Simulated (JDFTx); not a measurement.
# GaAs (F-43m) in JDFTx: notebook

The runs below take GaAs through single point, relaxation of cell and atoms, with HSE06, PBE+D3(BJ), LDA, PBE.

Everything below comes from runs of JDFTx 1.7.0 (patched build). Logs are shortened: lines on timing, memory, paths and dates and some standing lists are left out, and cuts for length are marked. The log counts tension as positive stress, the text compression.

**The experiment to reproduce.**

From “Evidence of valence band perturbations in GaAsN/GaAs(001): A combined variable-angle spectroscopic ellipsometry and modulated photoreflectance investigation”, 2008, arxiv:0805.2212, for a bulk crystal of GaAs at 300 K: band gap 1.412 ± 0.01 eV (direct); band gap 1.418 ± 0.005 eV (direct).

How close the calculation comes is told below.

### 1 Starting point

It takes space group F-43m (No. 216, cubic). Conventional cell: a = 5.654 Å, b = 5.654 Å, c = 5.654 Å, α = 90.00°, β = 90.00°, γ = 90.00°. As (site symmetry -43m) is surrounded by 4 Ga at 2.45 Å. Ga (site symmetry -43m) has 4 As at 2.45 Å as nearest neighbours.

### 2 Single point, HSE06

Input file GaAs.in:

```
lattice Face-Centered Cubic 10.6839445908
coords-type Lattice
ion As     0.7500000000     0.7500000000     0.7500000000 1
ion Ga     0.0000000000     0.0000000000     0.0000000000 1

ion-species pseudo/As.upf
ion-species pseudo/Ga.upf
elec-cutoff 38 304
elec-ex-corr hyb-HSE06
kpoint-folding 2 2 2
elec-smearing Fermi 0.0018374661
elec-n-bands 21
electronic-SCF nIterations 100 energyDiffThreshold 1e-07
electronic-minimize nIterations 30 energyDiffThreshold 1e-7
converge-empty-states yes
forces-output-coords Cartesian

dump-name run.$VAR
dump End Ecomponents EigStats BandEigs Kpoints Forces Stress
```

Potentials or basis: PseudoDojo-SR-PBE-0.5-standard.

Command:

```sh
$ jdftx -c 1 -i GaAs.in -o GaAs.out
```

What it wrote:

```text
*************** JDFTx 1.7.0 (patched build) ***************

Input parsed successfully to the following command list (including defaults):
[... the input with its defaults ...]

---------- Setting up symmetries ----------

Found 48 point-group symmetries of the bravais lattice
Found 24 space-group symmetries with basis
Applied RMS atom displacement 0 bohrs to make symmetries exact.

---------- Initializing the Grid ----------
R =
[            0      5.34197      5.34197  ]
[      5.34197            0      5.34197  ]
[      5.34197      5.34197            0  ]
unit cell volume = 304.884
G =
[  -0.588096   0.588096   0.588096  ]
[   0.588096  -0.588096   0.588096  ]
[   0.588096   0.588096  -0.588096  ]
Minimum fftbox size, Smin = [  60  60  60  ]
Chosen fftbox size, S = [  60  60  60  ]

---------- Initializing tighter grid for wavefunction operations ----------
R =
[            0      5.34197      5.34197  ]
[      5.34197            0      5.34197  ]
[      5.34197      5.34197            0  ]
unit cell volume = 304.884
G =
[  -0.588096   0.588096   0.588096  ]
[   0.588096  -0.588096   0.588096  ]
[   0.588096   0.588096  -0.588096  ]
Minimum fftbox size, Smin = [  44  44  44  ]
Chosen fftbox size, S = [  48  48  48  ]

---------- Exchange Correlation functional ----------
Initalized omega-PBE short-ranged GGA exchange.
Initalized PBE GGA exchange.
Initalized PBE GGA correlation.
Will include 0.25 x screened exact exchange with range-parameter 0.11

---------- Setting up pseudopotentials ----------
Width of ionic core gaussian charges (only for fluid interactions / plotting) set to 0

Reading pseudopotential file 'pseudo/As.upf':
  'As' pseudopotential, 'PBE' functional
  Generated using ONCVPSP code by D. R. Hamann
  15 valence electrons, 3 orbitals, 6 projectors, 1001 radial grid points, with lMax = 2
    3D    l: 2   occupation: 10.0   eigenvalue: -1.493697
    4S    l: 0   occupation:  2.0   eigenvalue: -0.532653
    4P    l: 1   occupation:  3.0   eigenvalue: -0.190913
  Core radius for overlap checks: 1.74 bohrs.

Reading pseudopotential file 'pseudo/Ga.upf':
  'Ga' pseudopotential, 'PBE' functional
  Generated using ONCVPSP code by D. R. Hamann
  13 valence electrons, 3 orbitals, 6 projectors, 1001 radial grid points, with lMax = 2
    3D    l: 2   occupation: 10.0   eigenvalue: -0.703915
    4S    l: 0   occupation:  2.0   eigenvalue: -0.328859
    4P    l: 1   occupation:  1.0   eigenvalue: -0.094784
  Core radius for overlap checks: 1.84 bohrs.

Initialized 2 species with 2 total atoms.

Folded 1 k-points by 2x2x2 to 8 k-points.

---------- Setting up k-points, bands, fillings ----------
Reduced to 3 k-points under symmetry.
Computing the number of bands and number of electrons
Calculating initial fillings.
nElectrons:  28.000000   nBands: 21   nStates: 3

----- Setting up reduced wavefunction bases (one per k-point) -----
average nbasis = 3414.625 , ideal nbasis = 3411.177

----- Initializing Supercell corresponding to k-point mesh -----
Lattice vector linear combinations in supercell:
[   2   0   0  ]
[   0   2   0  ]
[   0   0   2  ]
Supercell lattice vectors:
[  0  10.6839  10.6839  ]
[  10.6839  0  10.6839  ]
[  10.6839  10.6839  0  ]

--- Setting up screened exchange kernel (omega = 0.11) ---
Creating Wigner-Seitz truncated kernel on k-point supercell with sample count [  100 100 100 ]
Constructing Wigner-Seitz cell: 12 faces (12 quadrilaterals, 0 hexagons)
Gaussian width for range separation: 0.796033 bohrs.
FFT grid for long-range part: [ 100 100 100 ].
Planning fourier transform ... Done.
Computing truncated long-range part in real space ... Done.
Adding short-range part in reciprocal space ... Done.
Splitting supercell kernel to unit-cell with k-points ... Done.

---------- Setting up exact exchange ----------
Optimizing transforms to minimize k-point pairs ... done (640 steps).
Reduced 64 k-pairs to 41 under symmetries.
Transforms per reduced k-pair: 1 min, 8 max, 4.6 mean.
Per-iteration cost relative to semi-local calculation ~ 100

---------- Setting up ewald sum ----------
Optimum gaussian width for ewald sums = 2.426231 bohr.
Real space sum over 1331 unit cells with max indices [  5  5  5  ]
Reciprocal space sum over 2197 terms with max indices [  6  6  6  ]

---------- Allocating electronic variables ----------
Initializing wave functions:  linear combination of atomic orbitals
Note: number of bands (21) exceeds available atomic orbitals (18)
Initializing semi-local functional for LCAO:
Initalized PBE GGA exchange.
Initalized PBE GGA correlation.
As pseudo-atom occupations:   s ( 2 )  p ( 3 )  d ( 10 )
Ga pseudo-atom occupations:   s ( 2 )  p ( 1 )  d ( 10 )
	FillingsUpdate:  mu: +0.361031031  nElectrons: 28.000000
LCAOMinimize: Iter:   0  F: -167.3609251928028243  |grad|_K:  6.422e-03  alpha:  1.000e+00
	FillingsUpdate:  mu: +0.350257894  nElectrons: 28.000000
[... 40 lines left out ...]
	FillingsUpdate:  mu: +0.338351413  nElectrons: 28.000000
SCF: Cycle: 26   F: -160.919735780385707   dF: -5.171e-08   |Residual|: 5.643e-07   |deigs|: 2.703e-05
	FillingsUpdate:  mu: +0.338351421  nElectrons: 28.000000
SCF: Cycle: 27   F: -160.919735805218266   dF: -2.483e-08   |Residual|: 9.856e-08   |deigs|: 3.213e-05
SCF: Converged (|Delta E|<1.000000e-07 for 2 iters).

	FillingsUpdate:  mu: +0.338351421  nElectrons: 28.000000
VxxLoop: Iter:  0   F: -160.919735805218266   dF: -6.720e-02
Constructing ACE exchange operator ... done.

	FillingsUpdate:  mu: +0.337291770  nElectrons: 28.000000
SCF: Cycle:  0   F: -160.916169848907828   dF: +3.566e-03   |Residual|: 1.122e-02   |deigs|: 5.840e-03
	FillingsUpdate:  mu: +0.337291609  nElectrons: 28.000000
SCF: Cycle:  1   F: -160.916255379368465   dF: -8.553e-05   |Residual|: 1.164e-02   |deigs|: 4.574e-05
	FillingsUpdate:  mu: +0.337291560  nElectrons: 28.000000
[... 40 further cycles ...]
SCF: Cycle: 42   F: -160.915862575078023   dF: -3.231e-09   |Residual|: 3.591e-07   |deigs|: 4.421e-08
	FillingsUpdate:  mu: +0.338155397  nElectrons: 28.000000
SCF: Cycle: 43   F: -160.915862577440492   dF: -2.362e-09   |Residual|: 3.645e-07   |deigs|: 2.519e-08
SCF: Converged (|Delta E|<1.000000e-07 for 2 iters).

	FillingsUpdate:  mu: +0.338155397  nElectrons: 28.000000
VxxLoop: Iter:  1   F: -160.915862577440492   dF: +3.873e-03
Constructing ACE exchange operator ... done.

	FillingsUpdate:  mu: +0.338030804  nElectrons: 28.000000
SCF: Cycle:  0   F: -160.915783254848634   dF: +7.932e-05   |Residual|: 1.248e-03   |deigs|: 3.847e-04
	FillingsUpdate:  mu: +0.338030789  nElectrons: 28.000000
SCF: Cycle:  1   F: -160.915782354108416   dF: +9.007e-07   |Residual|: 1.249e-03   |deigs|: 3.428e-05
	FillingsUpdate:  mu: +0.338030785  nElectrons: 28.000000
[... 24 further cycles ...]
SCF: Cycle: 26   F: -160.915767426260203   dF: -6.483e-08   |Residual|: 3.173e-06   |deigs|: 4.509e-07
	FillingsUpdate:  mu: +0.338152995  nElectrons: 28.000000
SCF: Cycle: 27   F: -160.915767429510908   dF: -3.251e-09   |Residual|: 1.483e-06   |deigs|: 5.855e-07
SCF: Converged (|Delta E|<1.000000e-07 for 2 iters).

	FillingsUpdate:  mu: +0.338152995  nElectrons: 28.000000
VxxLoop: Iter:  2   F: -160.915767429510908   dF: +9.515e-05
Constructing ACE exchange operator ... done.

	FillingsUpdate:  mu: +0.338134283  nElectrons: 28.000000
SCF: Cycle:  0   F: -160.915793794752915   dF: -2.637e-05   |Residual|: 1.944e-04   |deigs|: 1.386e-04
	FillingsUpdate:  mu: +0.338133874  nElectrons: 28.000000
SCF: Cycle:  1   F: -160.915793790769357   dF: +3.984e-09   |Residual|: 1.945e-04   |deigs|: 1.439e-05
	FillingsUpdate:  mu: +0.338133906  nElectrons: 28.000000
[... 3 further cycles ...]
SCF: Cycle:  5   F: -160.915795683789298   dF: -4.373e-09   |Residual|: 2.050e-04   |deigs|: 9.170e-07
	FillingsUpdate:  mu: +0.338134107  nElectrons: 28.000000
SCF: Cycle:  6   F: -160.915795771908734   dF: -8.812e-08   |Residual|: 2.050e-04   |deigs|: 8.155e-07
SCF: Converged (|Delta E|<1.000000e-07 for 2 iters).

	FillingsUpdate:  mu: +0.338134107  nElectrons: 28.000000
VxxLoop: Iter:  3   F: -160.915795771908734   dF: -2.834e-05
Constructing ACE exchange operator ... done.

	FillingsUpdate:  mu: +0.338143411  nElectrons: 28.000000
SCF: Cycle:  0   F: -160.915793225417616   dF: +2.546e-06   |Residual|: 6.427e-05   |deigs|: 3.975e-05
	FillingsUpdate:  mu: +0.338130984  nElectrons: 28.000000
SCF: Cycle:  1   F: -160.915799403440303   dF: -6.178e-06   |Residual|: 2.508e-04   |deigs|: 7.212e-05
	FillingsUpdate:  mu: +0.338131129  nElectrons: 28.000000
[... 11 further cycles ...]
SCF: Cycle: 13   F: -160.915795793656230   dF: -4.535e-08   |Residual|: 3.489e-06   |deigs|: 4.806e-07
	FillingsUpdate:  mu: +0.338149792  nElectrons: 28.000000
SCF: Cycle: 14   F: -160.915795847589692   dF: -5.393e-08   |Residual|: 2.161e-06   |deigs|: 4.276e-07
SCF: Converged (|Delta E|<1.000000e-07 for 2 iters).

	FillingsUpdate:  mu: +0.338149792  nElectrons: 28.000000
VxxLoop: Iter:  4   F: -160.915795847589692   dF: -7.568e-08
Setting wave functions to eigenvectors of Hamiltonian
Converging empty states (this may take a while): |deigs|: 9.171e-05
Computing exact exchange ... done.

# Stress tensor in Cartesian coordinates [Eh/a0^3]:
[ -9.83494e-05            0            0  ]
[            0 -9.83494e-05            0  ]
[            0            0 -9.83494e-05  ]

# Ionic positions in lattice coordinates:
ion As   0.750000000000000   0.750000000000000   0.750000000000000 1
ion Ga   0.000000000000000   0.000000000000000   0.000000000000000 1

# Forces in Cartesian coordinates:
force As   0.000000000000000  -0.000000000000000   0.000000000000000 1
force Ga  -0.000000000000000   0.000000000000000   0.000000000000000 1

# Energy components:
   Eewald =      -99.1764168889743303
       EH =       56.9767590307483260
     Eloc =     -143.8238369968576649
      Enl =      -88.8069067555345129
      Exc =      -34.6671511665134986
 Exc_core =       15.0581017625457800
      EXX =       -3.3909941094017721
       KE =      136.9146492804615889
-------------------------------------
     Etot =     -160.9157958435261264
       TS =        0.0000000040635765
-------------------------------------
        F =     -160.9157958475896919

IonicMinimize: Iter:   0  F: -160.915795847589692  |grad|_K:        nan
IonicMinimize: None of the convergence criteria satisfied after 0 iterations.

#--- Lowdin population analysis ---
# oxidation-state As -0.213
# oxidation-state Ga +0.265

Dumping 'run.eigStats' ...
	eMin: -0.973738 at state 2 ( [ +0.000000 +0.500000 +0.500000 ] spin 0 )
	HOMO: +0.308302 at state 0 ( [ +0.000000 +0.000000 +0.000000 ] spin 0 )
	mu  : +0.338149
	LUMO: +0.365979 at state 0 ( [ +0.000000 +0.000000 +0.000000 ] spin 0 )
	eMax: +0.858502 at state 2 ( [ +0.000000 +0.500000 +0.500000 ] spin 0 )
	HOMO-LUMO gap: +0.057677
	Optical gap  : +0.057677 at state 0 ( [ +0.000000 +0.000000 +0.000000 ] spin 0 )
Done!
[note: mu as printed may lie anywhere between the filled and the empty levels]
```

It took 28 min on 1 thread of Arm Neoverse V2, shared host; peak memory 0.2 GiB.

These settings aren't checked as converged: the numbers below hold their error.

What came out:

* Free energy: -4378.7419 eV
* Pressure: 2.9 GPa
* Band gap on the k mesh: 1.57 eV, direct
* Loewdin charges: As -0.21; Ga +0.27 e

Caveat: the k mesh is coarse (spacing up to 0.96 Å⁻¹), so the values aren't converged, least of all with exact exchange; the cutoff is short for these files and lowers the pressure by up to 1 GPa; this program's HSE differs a little from the usual definition; the hybrid runs on potentials with a model core; the potentials were made for another functional, which shifts forces and pressure.

### 3 Relaxation of cell and atoms, PBE+D3(BJ)

Input file GaAs.in:

```
lattice \
    0.0000000000     5.3419722954     5.3419722954 \
    5.3419722954     0.0000000000     5.3419722954 \
    5.3419722954     5.3419722954     0.0000000000
coords-type Cartesian
ion As     8.0129584431     8.0129584431     8.0129584431 1
ion Ga     0.0000000000     0.0000000000     0.0000000000 1

ion-species pseudo/As.upf
ion-species pseudo/Ga.upf
elec-cutoff 42 336
elec-ex-corr gga-PBE
van-der-waals D3BJ
kpoint-folding 8 8 8
elec-smearing Fermi 0.0018374661
elec-n-bands 21
electronic-SCF nIterations 100 energyDiffThreshold 1e-09
electronic-minimize nIterations 30 energyDiffThreshold 1e-7
forces-output-coords Cartesian
lattice-minimize nIterations 40 energyDiffThreshold 1e-6

dump-name run.$VAR
dump End Ecomponents EigStats BandEigs Kpoints Forces Stress ElecDensity Dtot KEdensity
```

Potentials or basis: PseudoDojo-SR-PBE-0.5-standard.

Command:

```sh
$ jdftx -c 1 -i GaAs.in -o GaAs.out
```

It took 5.6 min on 1 thread of Arm Neoverse V2, shared host; peak memory 0.17 GiB.

The run converged. Its results:

| Property | Result |
| --- | --- |
| Free energy | -4438.4974 eV |
| Relaxed volume | 22.88 Å³/atom |
| Relaxed cell | a = 4.015 Å, b = 4.015 Å, c = 4.015 Å, α = 60.00°, β = 60.00°, γ = 60.00° |
| Space group after relaxing (to 0.05 Å) | F-43m (No. 216) |
| Energy gained by relaxing | 0.8 meV/atom |
| Ionic steps | 5 |
| Pressure after relaxing | 0.0 GPa |
| Band gap on the k mesh | 0.42 eV, direct |

Step by step:
```
step  energy change (eV)  largest force (eV/Å)  pressure (GPa)  volume (Å³)
   1              0.0000                0.0000            0.90        45.18
   2             -0.0004                0.0000            0.76        45.26
   3             -0.0016                0.0000            0.10        45.70
   4             -0.0016                0.0000           -0.01        45.76
   5             -0.0016                0.0000            0.00        45.76
```

Final structure:
```xyz
2
Lattice="0.0000 2.8390 2.8390 2.8390 0.0000 2.8390 2.8390 2.8390 0.0000" Properties=species:S:1:pos:R:3 pbc="T T T"
As    4.2584    4.2584    4.2584
Ga    0.0000    0.0000    0.0000
```

Levels at points of the mesh, in eV from the valence-band top:
```
           k point  band 12  band 13  band 14  band 15  band 16  band 17
(0.00, 0.00, 0.00)     0.00     0.00     0.00     0.42     3.74     3.74
(0.00, 0.00, 0.50)    -6.56    -1.12    -1.12     0.97     4.64     4.64
(0.00, 0.50, 0.50)    -6.75    -2.63    -2.63     1.50     1.67    10.07
```

A hybrid or GW would open this gap; PBE tends to underestimate it. Zero-point motion and thermal expansion aren't in these numbers.

### 4 Single point, LDA

Edit GaAs.in of step 3 so:

```diff
@@ -10,5 +10,4 @@
 ion-species pseudo/Ga.upf
-elec-cutoff 42 336
-elec-ex-corr gga-PBE
-van-der-waals D3BJ
+elec-cutoff 40 320
+elec-ex-corr lda-PW
 kpoint-folding 8 8 8
@@ -18,6 +17,6 @@
 electronic-minimize nIterations 30 energyDiffThreshold 1e-7
+converge-empty-states yes
 forces-output-coords Cartesian
-lattice-minimize nIterations 40 energyDiffThreshold 1e-6
 
 dump-name run.$VAR
-dump End Ecomponents EigStats BandEigs Kpoints Forces Stress ElecDensity Dtot KEdensity
+dump End Ecomponents EigStats BandEigs Kpoints Forces Stress ElecDensity
```

Potentials or basis: PseudoDojo-SR-LDA-0.4.1-standard.

Command:

```sh
$ jdftx -c 1 -i GaAs.in -o GaAs.out
```

It took 2.3 min on 1 thread of Arm Neoverse V1, shared host; peak memory 0.15 GiB.

It converged, with:

* Free energy: -4450.1865 eV
* Pressure: -2.1 GPa
* Band gap on the k mesh: 0.28 eV, direct

Levels at points of the mesh, in eV from the valence-band top:
```
           k point  band 11  band 12  band 13  band 14  band 15  band 16  band 17
(0.00, 0.00, 0.00)   -12.79     0.00     0.00     0.00     0.28     3.69     3.69
(0.00, 0.00, 0.50)   -11.03    -6.69    -1.14    -1.14     0.85     4.60     4.60
(0.00, 0.50, 0.50)   -10.30    -6.88    -2.68    -2.68     1.36     1.56    10.04
```

### 5 Single point, PBE

Input file GaAs.in:

```
include GaAs.lattice
coords-type Lattice
include GaAs.ionpos

ion-species pseudo/As.upf
ion-species pseudo/Ga.upf
elec-cutoff 42 336
elec-ex-corr gga-PBE
kpoint-folding 8 8 8
elec-smearing Fermi 0.0018374661
elec-n-bands 21
electronic-SCF nIterations 100 energyDiffThreshold 1e-09
electronic-minimize nIterations 30 energyDiffThreshold 1e-7
converge-empty-states yes
forces-output-coords Cartesian

dump-name run.$VAR
dump End Ecomponents EigStats BandEigs Kpoints Forces Stress ElecDensity Dtot KEdensity
```

Input file GaAs.lattice:

```
lattice \
    0.0000000000     5.3419722954     5.3419722954 \
    5.3419722954     0.0000000000     5.3419722954 \
    5.3419722954     5.3419722954     0.0000000000
```

Input file GaAs.ionpos:

```
ion As     0.7500000000     0.7500000000     0.7500000000 1
ion Ga     0.0000000000     0.0000000000     0.0000000000 1
```

Potentials or basis: PseudoDojo-SR-PBE-0.5-standard.

Command:

```sh
$ jdftx -c 1 -i GaAs.in -o GaAs.out
```

Run time: 2.6 min. Hardware: 1 thread of Arm Neoverse V1, shared host; peak memory 0.16 GiB.

The run converged. Its results:

```
Free energy            : -4437.8459 eV
Pressure               : 3.4 GPa
Band gap on the k mesh : 0.52 eV, direct
```

Levels at points of the mesh, in eV from the valence-band top:
| k point | band 12 | band 13 | band 14 | band 15 | band 16 | band 17 |
| --- | --- | --- | --- | --- | --- | --- |
| (0.00, 0.00, 0.00) | 0.00 | 0.00 | 0.00 | 0.52 | 3.74 | 3.74 |
| (0.00, 0.00, 0.50) | -6.63 | -1.14 | -1.14 | 1.00 | 4.65 | 4.65 |
| (0.00, 0.50, 0.50) | -6.81 | -2.67 | -2.67 | 1.47 | 1.66 | 10.18 |

### 6 Summary

| task | level | potentials or basis | cell | cutoff (eV) | further solve for the empty bands | gap on the mesh (eV) | pressure (GPa) |
| --- | --- | --- | --- | --- | --- | --- | --- |
| relaxation of cell and atoms | PBE+D3(BJ) | PseudoDojo-SR-PBE-0.5-standard | relaxed | 1143 | no | 0.42 | 0.0 |
| single point | LDA | PseudoDojo-SR-LDA-0.4.1-standard | as given | 1088 | yes | 0.28 | -2.1 |
| single point | PBE | PseudoDojo-SR-PBE-0.5-standard | as given | 1143 | yes | 0.52 | 3.4 |

Alike in all rows: no spin polarisation; k mesh 8 × 8 × 8; smearing fermi-dirac 0.05 eV.

Total energies depend on the potentials used, so only differences within one code and one set of settings carry meaning.

### 7 Against experiment

Step 4. A measured gap of GaAs is 1.412 eV (direct; 300 K; “Evidence of valence band perturbations in GaAsN/GaAs(001): A combined variable-angle spectroscopic ellipsometry and modulated photoreflectance investigation”, 2008, arxiv:0805.2212); the calculated 0.28 eV misses it by -1.13 eV. So large a miss can be the level of theory's own, or it may mean another phase, state or a wrong row. 3 values of this kind are on record (1.412 to 1.51 eV); this one was drawn at random among those near their median, those with a stated uncertainty first. Spin-orbit coupling on As, Ga is left out. The value is that of LDA, without temperature or zero-point motion. Semilocal functionals fall short of measured gaps as a rule.

Step 5. Measured gap of GaAs: 1.418 eV (direct; 300 K; “Evidence of valence band perturbations in GaAsN/GaAs(001): A combined variable-angle spectroscopic ellipsometry and modulated photoreflectance investigation”, 2008, arxiv:0805.2212). This calculation gives 0.52 eV (-0.90 eV). 3 values of this kind are on record (1.412 to 1.51 eV); this one was drawn at random among those near their median, those with a stated uncertainty first. Spin-orbit coupling on As, Ga is left out. The value is that of PBE on a finite k mesh, which can miss the band edges, without temperature or zero-point motion. Semilocal functionals fall short of measured gaps as a rule.
